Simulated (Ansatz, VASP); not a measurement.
Two plane-wave programs on Pt

Contents of INCAR:

```
PREC = Accurate ; ENCUT = 520
EDIFF = 1E-6 ; ISMEAR = 0
SIGMA = 0.15 ; LREAL = False
LASPH = True ; NELM = 60
ALGO = Fast ; ISIF = 2
LWAVE = False ; LCHARG = False
GGA = PE ; NBANDS = 17
```

File KPOINTS:

```
Automatic mesh
0
Gamma
  18 18 10
```

POSCAR

```
Pt
1.0
    2.9516000000      0.0000000000      0.0000000000
   -1.4758000000      2.5561605818      0.0000000000
    0.0000000000      0.0000000000      4.9009000000
Pt
2
Direct
    0.6666666667      0.3333333333      0.7500000000
    0.3333333333      0.6666666667      0.2500000000
```

Input for Ansatz:

```yaml
crystal:
  lattice:
    - [2.9516, 0.0, 0.0]
    - [-1.4758, 2.5561605818, 0.0]
    - [0.0, 0.0, 4.9009]
  atoms:
    - { symbol: Pt, position: [0.6666666667, 0.3333333333, 0.75] }
    - { symbol: Pt, position: [0.3333333333, 0.6666666667, 0.25] }
basis:
  ecutwfc: 420
kpoints:
  mp_grid: { grid: [18, 18, 10] }
hamiltonian:
  xc: pbe
scf:
  occupations: { method: gaussian, width: 0.15 }
output:
  forces: true
  stress: true
  eigenvalues: true
```

Alike in both runs: task single point; functional PBE; k mesh 18 × 18 × 10; occupations gaussian, width 0.15 eV; no spin polarisation.

|  | VASP | Ansatz |
| --- | --- | --- |
| version | VASP 6.6.1 | Ansatz 0.2.0 |
| potentials or method | VASP PAW PBE potentials, release 64 (Pt) | scalar-relativistic, plane waves, PAW |
| plane-wave cutoff (eV) | 520 | 420 |
| valence electrons in the cell | 20 | 36 |

```csv
,VASP,Ansatz,Ansatz less VASP
gap on the k mesh at the Fermi level (eV),none,none,-
pressure (GPa),-25.2,-25.0,+0.20
largest component of the traceless stress (GPa),2.91,2.99,+0.078
```

A gap of «none» marks a metal or a gap that the smearing closes. The two sets of potentials don't hold the same shells in valence.

Caveats: so large a pressure means that the cell lies far from this level's equilibrium, or that cutoff or potentials fall short (VASP). The runs have no spin-orbit coupling, so splittings on Pt are missing.
